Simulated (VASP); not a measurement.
# Ca in VASP: single point with PBE

Aim: the single point of Ca with PBE.

Program: VASP 6.6.1. These are calculated values, not measurements. Logs are shortened: lines on timing, memory, paths and dates and some standing lists are left out, and cuts for length are marked.

## (1) The cell of the first run

The cell holds a slab with vacuum, 4 atoms: a = 3.846 Å, b = 3.846 Å, c = 24.563 Å, α = 90.00°, β = 90.00°, γ = 113.94°.

The slab is cut from a database's or a generator's crystal, which needn't be the stable form of the element.

## (2) Single point, PBE (the (0 1 1) slab of Ca, cut from the database cell, not relaxed)

Input file INCAR:

```
ALGO = Fast ; DIPOL = 0.5 0.5 0.500
EDIFF = 1E-6 ; ENCUT = 520
GGA = PE ; IDIPOL = 3
ISIF = 2 ; ISMEAR = -1
LASPH = True ; LCHARG = False
LDIPOL = True ; LREAL = False
LWAVE = False ; NBANDS = 28
NELM = 100 ; PREC = Accurate
SIGMA = 0.05
```

Input file KPOINTS:

```
k-points
0
Gamma
  8 8 1
```

Input file POSCAR:

```
Ca
1.0
    3.8460739625      0.0000000000      0.0000000000
   -1.5604914631      3.5152740033      0.0000000000
    0.0000000000      0.0000000000     24.5634691924
Ca
4
Direct
    0.1372894880      0.8627105120      0.3053314636
    0.5621491467      0.4378508533      0.4351104879
    0.9870088054      0.0129911946      0.5648895121
    0.4118684641      0.5881315359      0.6946685364
```

Potentials or basis: VASP PAW PBE potentials, release 64 (Ca_sv).

Run with:

```console
> cat potpaw_PBE.64/Ca_sv/POTCAR > POTCAR
> mpirun -np 1 vasp_std > vasp.out
```

OUTCAR:

```text
EDIFF = 1E-6
   ENCUT = 520
   GGA = PE
   ISIF = 2
   ISMEAR = -1
   LASPH = True
   LREAL = False
   NELM = 100
   PREC = Accurate

 ion  position               nearest neighbor table
   1  0.137  0.863  0.305-
   2  0.562  0.438  0.435-
   3  0.987  0.013  0.565-
   4  0.412  0.588  0.695-

  LATTYP: Found a base centered orthorhombic cell.
 ALAT       =     4.1929749200
 B/A-ratio  =     1.5380210534
 C/A-ratio  =     5.8582437675

  Lattice vectors:

 A1 = (   3.8460739625,   0.0000000000,   0.0000000000)
 A2 = (  -1.5604914631,   3.5152740033,   0.0000000000)
 A3 = (   0.0000000000,   0.0000000000,  24.5634691924)

Analysis of symmetry for initial positions (statically):
=====================================================================
 Subroutine PRICEL returns:
 Original cell was already a primitive cell.

 Routine SETGRP: Setting up the symmetry group for a
 base centered orthorhombic supercell.

 Subroutine GETGRP returns: Found  4 space group operations
 (whereof  2 operations were pure point group operations)
 out of a pool of  8 trial point group operations.

The static configuration has the point symmetry C_1h.
 The point group associated with its full space group is C_2h.

Analysis of symmetry for dynamics (positions and initial velocities):
=====================================================================
 Subroutine PRICEL returns:
 Original cell was already a primitive cell.

 Routine SETGRP: Setting up the symmetry group for a
 base centered orthorhombic supercell.

 Subroutine GETGRP returns: Found  4 space group operations
 (whereof  2 operations were pure point group operations)
 out of a pool of  8 trial point group operations.

The dynamic configuration has the point symmetry C_1h.
 The point group associated with its full space group is C_2h.

 Subroutine INISYM returns: Found  4 space group operations
 (whereof  2 operations are pure point group operations),
 and found     1 'primitive' translations

----------------------------------------------------------------------------------------

                                     Primitive cell

  volume of cell :     332.0982

  direct lattice vectors                    reciprocal lattice vectors
     3.846073963  0.000000000  0.000000000     0.260005400  0.115420934  0.000000000
    -1.560491463  3.515274003  0.000000000     0.000000000  0.284472846  0.000000000
     0.000000000  0.000000000 24.563469192     0.000000000  0.000000000  0.040710862

  length of vectors
     3.846073963  3.846073962 24.563469192     0.284472846  0.284472846  0.040710862

  position of ions in fractional coordinates (direct lattice)
     0.137289488  0.862710512  0.305331464
     0.562149147  0.437850853  0.435110488
     0.987008805  0.012991195  0.564889512
     0.411868464  0.588131536  0.694668536

  ion indices of the primitive-cell ions
   primitive index   ion index
                 1           1
                 2           2
                 3           3
                 4           4

----------------------------------------------------------------------------------------

 KPOINTS: k-points

Automatic generation of k-mesh.
 Grid dimensions read from file:
 generate k-points for:    8    8    1

 Generating k-lattice:

  Cartesian coordinates                     Fractional coordinates (reciprocal lattice)
     0.032500675  0.014427617  0.000000000     0.125000000  0.000000000  0.000000000
     0.000000000  0.035559106  0.000000000     0.000000000  0.125000000  0.000000000
     0.000000000  0.000000000  0.040710862     0.000000000  0.000000000  1.000000000

  Length of vectors
     0.035559106  0.035559106  0.040710862

  Shift w.r.t. Gamma in fractional coordinates (k-lattice)
     0.000000000  0.000000000  0.000000000

 Subroutine IBZKPT returns following result:
 ===========================================

 Found     21 irreducible k-points:

 Following reciprocal coordinates:
            Coordinates               Weight
  0.000000  0.000000  0.000000      1.000000
  0.125000  0.000000  0.000000      4.000000
  0.250000  0.000000  0.000000      4.000000
  0.375000  0.000000  0.000000      4.000000
  0.500000  0.000000  0.000000      2.000000
  0.125000  0.125000  0.000000      2.000000
[... 13 lines left out ...]
 -0.375000  0.375000  0.000000      2.000000
  0.500000  0.500000  0.000000      1.000000
   k-points           NKPTS =     21   k-points in BZ     NKDIM =     21   number of bands    NBANDS=     28
   number of dos      NEDOS =    301   number of ions     NIONS =      4
   total plane-waves  NPLWV = 172800
   dimension x,y,z NGX =    30 NGY =   30 NGZ =  192
   dimension x,y,z NGXF=    60 NGYF=   60 NGZF=  384
   ions per type =               4
   NGX,Y,Z   is equivalent  to a cutoff of  12.97, 12.97, 12.99 a.u.
   NGXF,Y,Z  is equivalent  to a cutoff of  25.93, 25.93, 25.99 a.u.
 SYSTEM =  unknown system
   PREC   = accura    normal or accurate (medium, high low for compatibility)
   ISTART =      0    job   : 0-new  1-cont  2-samecut
   ICHARG =      2    charge: 1-file 2-atom 10-const
   ISPIN  =      1    spin polarized calculation?
   LNONCOLLINEAR =      F non collinear calculations
   LSORBIT =      F    spin-orbit coupling
   LASPH  =      T    aspherical Exc in radial PAW
   ENCUT  =  520.0 eV  38.22 Ry    6.18 a.u.   7.15  7.15 45.67*2*pi/ulx,y,z
   NELM   =    100;   NELMIN=  2; NELMDL= -5     # of ELM steps
   EDIFF  = 0.1E-05   stopping-criterion for ELM
[... 8 lines left out ...]
   TEBEG  =    0.0;   TEEND  =   0.0 temperature during run
   PSTRESS=    0.0 pullay stress
   NELECT =      40.0000    total number of electrons
   NUPDOWN=      -1.0000    fix difference up-down
   EMIN   =  10.00;   EMAX   =-10.00  energy-range for DOS
   EFERMI =   0.00;   METHOD = LEGACY
   ISMEAR =    -1;   SIGMA  =   0.05  broadening in eV -4-tet -1-fermi 0-gaus
   EFERMI_NEDOS =   21; number of points for ismear=-14 and -15
   IALGO  =     68    algorithm
   IMIX   =      4    mixing-type and parameters
     AMIX     =   0.40;   BMIX     =  1.00
     AMIX_MAG =   1.60;   BMIX_MAG =  1.00
  volume/ion in A,a.u.               =      83.02       560.28
  Fermi-wavevector in a.u.,A,eV,Ry     =   0.808486  1.527818  8.893449  0.653650
  Thomas-Fermi vector in A             =   1.917301
   LORBIT       =      0    0 simple, 1 ext, 2 COOP (PROOUT), +10 PAW based schemes
   GGA     = PE    functional components
   LHFCALC =     F    Hartree Fock is set to
   AEXX    =    0.0000 exact exchange contribution
   IVDW    =     0    specifies the selected vdW correction
   LEPSILON=     F    determine dielectric tensor
   LRPA    =     F    only Hartree local field effects (RPA)
 non-spin polarized calculation
 RMM-DIIS sequential band-by-band and
  energy-cutoff  :      520.00
  volume of cell :      332.10
 maximum number of plane-waves:      8980
 NGX is ok and might be reduce to    30
   NGX = 15   NGY = 15   NGZ = 91

 number of electron      40.0000003 magnetization

 dipolmoment           0.000000      0.000000     -0.000000 electrons x Angstroem

 Free energy of the ion-electron system (eV)
  ---------------------------------------------------
  ext. energy  EPLUGINS =         0.00000000
  ---------------------------------------------------
  free energy    TOTEN  =        -6.91142781 eV

  energy without entropy =       -6.86349548  energy(sigma->0) =       -6.88746164

 E-fermi :  -0.3118     XC(G=0):  -4.6591

 val. band max:       -0.3451397114   @ k =  -0.1250   0.1250   0.0000
 cond. band min:      -0.2945232926   @ k =   0.5000   0.0000   0.0000
 fundamental gap:      0.0506164188
 Fermi energy:        -0.3118273911

 k-point     1 :       0.0000    0.0000    0.0000
  band No.  band energies     occupation
      1     -42.8202      2.00000
      2     -42.8202      2.00000
      3     -42.4084      2.00000
      4     -42.4019      2.00000
      5     -23.8558      2.00000
      6     -23.8555      2.00000
[... 20 lines left out ...]
     27       1.6489      0.00000
     28       1.7884      0.00000

 k-point     2 :       0.1250    0.0000    0.0000
  band No.  band energies     occupation
      1     -42.8191      2.00000
      2     -42.8191      2.00000
      3     -42.4071      2.00000
      4     -42.4011      2.00000
      5     -23.8539      2.00000
      6     -23.8537      2.00000
[... 20 lines left out ...]
     27       1.5039      0.00000
     28       1.6710      0.00000

 k-point     3 :       0.2500    0.0000    0.0000
  band No.  band energies     occupation
      1     -42.8166      2.00000
      2     -42.8166      2.00000
      3     -42.4038      2.00000
      4     -42.3993      2.00000
      5     -23.8495      2.00000
      6     -23.8495      2.00000
[... 20 lines left out ...]
     27       1.1481      0.00000
     28       1.5001      0.00000

 k-point     4 :       0.3750    0.0000    0.0000
  band No.  band energies     occupation
      1     -42.8141      2.00000
      2     -42.8141      2.00000
      3     -42.4003      2.00000
      4     -42.3977      2.00000
      5     -23.8452      2.00000
      6     -23.8451      2.00000
[... 485 lines left out ...]
     27       1.2497      0.00000
     28       1.5501      0.00000

 k-point    20 :      -0.3750    0.3750    0.0000
  band No.  band energies     occupation
      1     -42.8109      2.00000
      2     -42.8109      2.00000
      3     -42.3982      2.00000
      4     -42.3932      2.00000
      5     -23.8411      2.00000
      6     -23.8409      2.00000
[... 20 lines left out ...]
     27       1.5155      0.00000
     28       1.7609      0.00000

 k-point    21 :       0.5000    0.5000    0.0000
  band No.  band energies     occupation
      1     -42.8093      2.00000
      2     -42.8093      2.00000
      3     -42.3964      2.00000
      4     -42.3918      2.00000
      5     -23.8386      2.00000
      6     -23.8385      2.00000
[... 20 lines left out ...]
     27       1.5698      0.00000
     28       1.6564      0.00000

------------------------ aborting loop because EDIFF is reached ----------------------------------------

 vacuum level on the upper side and lower side of the slab       (xc-potential included)        -0.279        -0.278

  FORCE on cell =-STRESS in cart. coord.  units (eV):
  Direction    XX          YY          ZZ          XY          YZ          ZX
  --------------------------------------------------------------------------------------
  -------------------------------------------------------------------------------------
  Total       -0.1912219     -0.6601769     -0.7927414     -0.5282006      0.0441340     -0.0678790
  in kB       -0.9225326     -3.1849628     -3.8245080     -2.5482556      0.2129203     -0.3274760
  external PRESSURE =      -2.6440012 kB  Pullay stress =       0.0000000 kB

 VOLUME and BASIS-vectors are now :
 -----------------------------------------------------------------------------
  energy-cutoff  :      520.00
  volume of cell :      332.10
      direct lattice vectors                 reciprocal lattice vectors
     3.846073963  0.000000000  0.000000000     0.260005400  0.115420934  0.000000000
    -1.560491463  3.515274003  0.000000000     0.000000000  0.284472846  0.000000000
     0.000000000  0.000000000 24.563469192     0.000000000  0.000000000  0.040710862

 POSITION                                       TOTAL-FORCE (eV/Angst)
 -----------------------------------------------------------------------------------
     -0.81823      3.03266      7.50000         0.008316     -0.005407      0.101228
      1.47880      1.53917     10.68782        -0.003733      0.002427     -0.062329
      3.77584      0.04567     13.87565         0.003733     -0.002427      0.062329
      0.66630      2.06744     17.06347        -0.008316      0.005407     -0.101228
 -----------------------------------------------------------------------------------
    total drift:                                0.000000     -0.000000     -0.000004

  FREE ENERGIE OF THE ION-ELECTRON SYSTEM (eV)
  ---------------------------------------------------
  free  energy   TOTEN  =        -6.9114278088 eV

  energy  without entropy=       -6.8634954809  energy(sigma->0) =       -6.88746164

 vacuum level on the upper side and lower side of the slab         2.386         2.387
```

It took 3.9 min on 1 thread of Intel Xeon 6975P-C (Granite Rapids), shared host; peak memory 0.48 GiB.

Results:

- Free energy: -6.9114 eV
- Largest force: 0.102 eV/Å
- Band gap on the k mesh: none (metal or under the smearing width)

Forces in eV/Å, atoms in the order of the input:
```
Ca   0.008 -0.005  0.101
Ca  -0.004  0.002 -0.062
Ca   0.004 -0.002  0.062
Ca  -0.008  0.005 -0.101
```

Levels at points of the mesh, in eV from the Fermi level:
```tsv
k point	band 17	band 18	band 19	band 20	band 21	band 22	band 23	band 24
(0.00, 0.00, 0.00)	-3.86	-3.37	-2.57	-1.60	-0.09	0.39	0.89	1.47
(0.50, 0.00, 0.00)	-1.03	-0.97	-0.77	-0.70	0.02	0.25	0.56	0.66
(0.50, 0.50, 0.00)	-0.84	-0.50	-0.29	-0.21	-0.09	0.14	0.25	0.84
```
